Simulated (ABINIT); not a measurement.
## A GW chain in ABINIT: CdS (Greenockite)

How does a plane-wave GW calculation on CdS (Greenockite) run from the first input to the gap?

Calculated with ABINIT 10.8.3; PBE and many-body steps on it, plane waves.

The database entry behind the starting cell differs from later determinations by our own check (about 0.35 % long), so it need not match the best structure at ambient conditions.

## (1) The starting structure

The structure is hexagonal, space group P6_3mc (No. 186). Conventional cell: a = 4.150 Å, b = 4.150 Å, c = 6.737 Å, α = 90.00°, β = 90.00°, γ = 120.00°. Nearest to Cd lie 4 S at 2.53 to 2.54 Å. Nearest to S lie 4 Cd at 2.53 to 2.54 Å. Farther neighbours and most contacts between anions are not listed.

The cell and positions come from the Crystallography Open Database and are kept as given unless a step says otherwise.

## (2) Ground state

This step: ABINIT 10.8.3; DFT, PBE, plane waves, norm-conserving pseudopotentials.

The ground-state density comes first.

The input, run.abi:

```
acell 3*1.0 Angstrom
rprim 
  4.149999999997 0.000000000001 0.000000000000
  -2.074999999999 3.594005425702 0.000000000000
  0.000000000000 0.000000000000 6.737000000000
ntypat 2
znucl 48 16
natom 4
typat 1 1 2 2
xred 
  0.333333333333 0.666666666667 0.000000000000
  0.666666666667 0.333333333333 0.500000000000
  0.333333333333 0.666666666667 0.375000000000
  0.666666666667 0.333333333333 0.875000000000
pp_dirpath "pseudos"
pseudos "Cd.upf, S.upf"
ecut 47
ngkpt 6 6 4
nshiftk 1
shiftk 0 0 0
kptopt 1
chksymbreak 0
nband 32
occopt 1
tolvrs 1e-10
nstep 60
prtwf 0
optforces 0
optstress 0
indata_prefix "in"
outdata_prefix "out"
tmpdata_prefix "tmp"
```

Launch:

```bash
> OMP_NUM_THREADS=1 mpirun -n 8 abinit run.abi > log
```

Numbers of over 12 decimals in the logs are rounded to 6 here.

Log:

```text
.Version 10.8.3 of ABINIT. v10.8.2 released Aug 2026.

 Symmetries : space group P6_3 m c (#186); Bravais hP (primitive hexag.)
================================================================================
 Values of the parameters that define the memory need of the present run
     intxc =       0    ionmov =       0      iscf =       7    lmnmax =       6
     lnmax =       6     mgfft =      80  mpssoang =       3    mqgrid =    3929
     natom =       4  nloc_mem =       1    nspden =       1   nspinor =       1
    nsppol =       1      nsym =      12    n1xccc =    2501    ntypat =       2
    occopt =       1   xclevel =       2
-    mband =          32        mffmem =           1         mkmem =           3
       mpw =       10458          nfft =      200000          nkpt =          21
================================================================================
  Rough estimation (10% accuracy) of disk space for files :
================================================================================

--------------------------------------------------------------------------------
------------- Echo of variables that govern the present computation ------------
--------------------------------------------------------------------------------
 -outvars: echo values of preprocessed input variables --------
            acell      1.8897261259E+00  1.8897261259E+00  1.8897261259E+00 Bohr

      chksymbreak           0
             ecut      4.70000000E+01 Hartree
-          fftalg         312

              ixc     -101130
              kpt      0.00000000E+00  0.00000000E+00  0.00000000E+00
                       1.66666667E-01  0.00000000E+00  0.00000000E+00
                       3.33333333E-01  0.00000000E+00  0.00000000E+00
                       5.00000000E-01  0.00000000E+00  0.00000000E+00
                       1.66666667E-01  1.66666667E-01  0.00000000E+00
                       3.33333333E-01  1.66666667E-01  0.00000000E+00
                       3.33333333E-01  3.33333333E-01  0.00000000E+00
                       0.00000000E+00  0.00000000E+00  2.50000000E-01
                       1.66666667E-01  0.00000000E+00  2.50000000E-01
   [... 10 further rows ...]
                       3.33333333E-01  1.66666667E-01  5.00000000E-01
                       3.33333333E-01  3.33333333E-01  5.00000000E-01
         kptrlatt        6    0    0      0    6    0      0    0    4
          kptrlen      4.70541805E+01
P           mkmem           3
            natom           4
            nband          32
            ngfft          50      50      80
             nkpt          21
            nstep          60
             nsym          12
           ntypat           2
              occ      2.000000  2.000000  2.000000  2.000000  2.000000  2.000000
                       2.000000  2.000000  2.000000  2.000000  2.000000  2.000000
                       2.000000  2.000000  2.000000  2.000000  2.000000  2.000000
                       2.000000  2.000000  2.000000  2.000000  2.000000  2.000000
                       2.000000  2.000000  0.000000  0.000000  0.000000  0.000000
                       0.000000  0.000000
        optforces           0
        optstress           0
            prtwf           0
            rprim      4.1500000000E+00  1.0000000000E-12  0.0000000000E+00
[...]
spgroup         186

           tolvrs      1.00000000E-10

             xred      3.3333333333E-01  6.6666666667E-01  0.0000000000E+00
[...]
znucl       48.00000   16.00000

================================================================================

 chkinp: Checking input parameters for consistency.

================================================================================
== DATASET  1 ==================================================================
-   mpi_nproc: 8, omp_nthreads: 1 (-1 if OMP is not activated)

--- !DatasetInfo
iteration_state: {dtset: 1, }
dimensions: {natom: 4, nkpt: 21, mband: 32, nsppol: 1, nspinor: 1, nspden: 1, mpw: 10458, }
cutoff_energies: {ecut:  47.0, pawecutdg:  -1.0, }
electrons: {nelect:   5.20000000E+01, charge:   0.00000000E+00, occopt:   1.00000000E+00, tsmear:   1.00000000E-02, }

 Real(R)+Recip(G) space primitive vectors, cartesian coordinates (Bohr,Bohr^-1):
 R(1)=  7.8423634  0.0000000  0.0000000  G(1)=  0.1275126  0.0736194  0.0000000
 R(2)= -3.9211817  6.7916859  0.0000000  G(2)=  0.0000000  0.1472388  0.0000000
 R(3)=  0.0000000  0.0000000 12.7310849  G(3)=  0.0000000  0.0000000  0.0785479
 Unit cell volume ucvol=  6.7809411E+02 bohr^3
 Angles (23,13,12)=  9.00000000E+01  9.00000000E+01  1.20000000E+02 degrees

 getcut: wavevector=  0.0000  0.0000  0.0000  ngfft=  50  50  80
         ecut(hartree)=     47.000   => boxcut(ratio)=   2.03615

--- Pseudopotential description ------------------------------------------------
- Cd Generated using ONCVPSP code by D. R. Hamann
- 48.00000  20.00000  171031                  znucl, zion, pspdat
12 -101130 2 -1 1368                          pspcod,pspxc,lmax,lloc,mmax
     nproj     2     2     2
  pspatm : epsatm=   23.16453630
         --- l  ekb(1:nproj) -->
[...]
pspatm: atomic psp has been read  and splines computed

- S Generated using ONCVPSP code by D. R. Hamann
- 16.00000   6.00000  171031                  znucl, zion, pspdat
12 -101130 2 -1 1146                          pspcod,pspxc,lmax,lloc,mmax
     nproj     2     2     2
  pspatm : epsatm=    9.01821529
         --- l  ekb(1:nproj) -->
[...]
pspatm: atomic psp has been read  and splines computed

   3.34700617E+03                                ecore*ucvol(ha*bohr**3)
--------------------------------------------------------------------------------

_setup2: Arith. and geom. avg. npw (full set) are   10434.757   10434.748

================================================================================

--- !BeginCycle
iteration_state: {dtset: 1, }
solver: {iscf: 7, nstep: 60, nline: 4, wfoptalg: 0, }
tolerances: {tolvrs: 1.00E-10, }

     iter   Etot(hartree)      deltaE(h)  residm     vres2
 ETOT  1  -367.00672206930    -3.670E+02 2.126E+00 1.464E+04
 ETOT  2  -369.66119492339    -2.654E+00 5.427E-02 2.403E+04
 ETOT  3  -372.44353933053    -2.782E+00 1.837E-02 3.231E+03
 ETOT  4  -372.69519945997    -2.517E-01 1.144E-01 1.192E+03
 ETOT  5  -372.81175775204    -1.166E-01 1.567E-02 1.979E+02
 ETOT  6  -372.83597515730    -2.422E-02 1.747E-02 2.718E-01
 ETOT  7  -372.83534644492     6.287E-04 5.357E-03 5.514E+00
 ETOT  8  -372.83604443619    -6.980E-04 1.155E-03 9.435E-02
 ETOT  9  -372.83605380161    -9.365E-06 2.333E-03 2.494E-02
 ETOT 10  -372.83605709518    -3.294E-06 7.576E-04 8.469E-06
 ETOT 11  -372.83605710107    -5.888E-09 1.517E-03 1.143E-06
 ETOT 12  -372.83605710125    -1.794E-10 5.026E-04 2.362E-07
 ETOT 13  -372.83605710130    -5.082E-11 1.929E-03 8.501E-09
 ETOT 14  -372.83605710129     8.981E-12 3.155E-04 1.029E-09
 ETOT 15  -372.83605710129     3.297E-12 1.884E-03 3.324E-11

 At SCF step   15       vres2   =  3.32E-11 < tolvrs=  1.00E-10 =>converged.

--- !ResultsGS
iteration_state: {dtset: 1, }
comment   : Summary of ground state results
lattice_vectors:
- [  7.8423634,   0.0000000,   0.0000000, ]
- [ -3.9211817,   6.7916859,   0.0000000, ]
- [  0.0000000,   0.0000000,  12.7310849, ]
lattice_lengths: [   7.84236,    7.84236,   12.73108, ]
lattice_angles: [ 90.000,  90.000, 120.000, ] # degrees, (23, 13, 12)
lattice_volume:   6.7809411E+02
convergence: {deltae:  3.297E-12, res2:  3.324E-11, residm:  1.884E-03, diffor:  0.000E+00, }
etotal    :  -3.72836057E+02
entropy   :   0.00000000E+00
fermie    :   1.55019630E-01
cartesian_stress_tensor: null
pressure_GPa: null
xred      :
- [  3.3333E-01,   6.6667E-01,   0.0000E+00, Cd]
- [  6.6667E-01,   3.3333E-01,   5.0000E-01, Cd]
- [  3.3333E-01,   6.6667E-01,   3.7500E-01,  S]
- [  6.6667E-01,   3.3333E-01,   8.7500E-01,  S]
cartesian_forces: null
force_length_stats: {min: null, max: null, mean: null, }

 Integrated electronic density in atomic spheres:
 ------------------------------------------------
 Atom  Sphere_radius  Integrated_density
[...]
4        2.00000          3.90944954
================================================================================

 ----iterations are completed or convergence reached----

 Mean square residual over all n,k,spin=   32.912E-07; max=  18.843E-04
 reduced coordinates (array xred) for    4 atoms
       0.333333333333      0.666666666667      0.000000000000
       0.666666666667      0.333333333333      0.500000000000
       0.333333333333      0.666666666667      0.375000000000
       0.666666666667      0.333333333333      0.875000000000
 rms dE/dt=  0.0000E+00; max dE/dt=  0.0000E+00; dE/dt below (all hartree)
    1       0.000000000000      0.000000000000      0.000000000000
    2       0.000000000000      0.000000000000      0.000000000000
    3       0.000000000000      0.000000000000      0.000000000000
    4       0.000000000000      0.000000000000      0.000000000000

 cartesian coordinates (angstrom) at end:
    1     -3.3e-13     2.396004     0.000000
    2      2.075000     1.198002     3.368500
    3     -3.3e-13     2.396004     2.526375
    4      2.075000     1.198002     5.894875
 length scales=  1.889726125908  1.889726125908  1.889726125908 bohr
              =  1.000000000000  1.000000000000  1.000000000000 angstroms
 prteigrs : about to open file out_EIG
 Fermi (or HOMO) energy (hartree) =   0.15502   Average Vxc (hartree)=  -0.34146
 Eigenvalues (hartree) for nkpt=  21  k points:
 kpt#   1, nband= 32, wtk=  0.00694, kpt=  0.0000  0.0000  0.0000 (reduced coord)
  -3.56875   -3.56875   -2.13789   -2.13789   -2.13788   -2.13788   -2.13788   -2.13785
  -0.29668   -0.28101   -0.12673   -0.12592   -0.12592   -0.12278   -0.12278   -0.11132
  -0.11132   -0.10804   -0.10804   -0.09574   -0.00392    0.12729    0.12729    0.15345
   0.15502    0.15502    0.19896    0.25762    0.39260    0.39260    0.40463    0.43301
 prteigrs : prtvol=0 or 1, do not print more k-points.

--- !EnergyTerms
iteration_state     : {dtset: 1, }
comment             : Components of total free energy in Hartree
kinetic             :  1.30776732290648E+02
hartree             :  1.31088078219466E+02
xc                  : -5.48388534916571E+01
Ewald energy        : -1.97799265838709E+02
psp_core            :  4.93590210809704E+00
local_psp           : -3.98489179354723E+02
non_local_psp       :  1.14905289655921E+01
total_energy        : -3.72836057101286E+02
total_energy_eV     : -1.01453859562117E+04
band_energy         : -4.23433192919392E+01

== END DATASET(S) ==============================================================
================================================================================

 -outvars: echo values of variables after computation  --------
           etotal     -3.7283605710E+02
            nband          32
             nkpt          21
          spgroup         186
 [... the other variables as echoed above ...]

 Calculation completed.
```

Run time: 59 s. Hardware: 8 MPI ranks of Arm Neoverse V1, shared host; peak memory 0.96 GiB.

Numbers from this step:

* total energy: -10145.3860 eV
* gap: 1.196 eV
* k of the valence top: 0, 0, 0
* k of the conduction bottom: 0, 0, 0
* least direct gap: 1.196 eV

The gap is direct, at Γ.

(Part 1 of 3 ends here.)

[Paths, hosts, dates, memory and timing lines, banners, echoed tables and standing remarks are left out of the program output.]

[Logs are printed without paths, hosts, clocks, repeated set-up lines and the standing remarks that a program may print on its own settings, such as how far it seeks lower states.]

[Runs of the session that timed out or met a known fault of the program may be left out.]

[Hosts, paths, dates, database ids (printed as entryN), source tags and the programs' standing remarks are cut or masked in the printed files.]

[G0W0 gaps are taken among the corrected bands and points alone; a level outside them can change the order at an edge.]

[Where Ansatz stands beside ABINIT at settings called matched, ABINIT's density can come from a denser mesh and the files from another edition; pairs whose starting gaps differed by over 0.03 eV were left out, so agreement reads better than it is.]
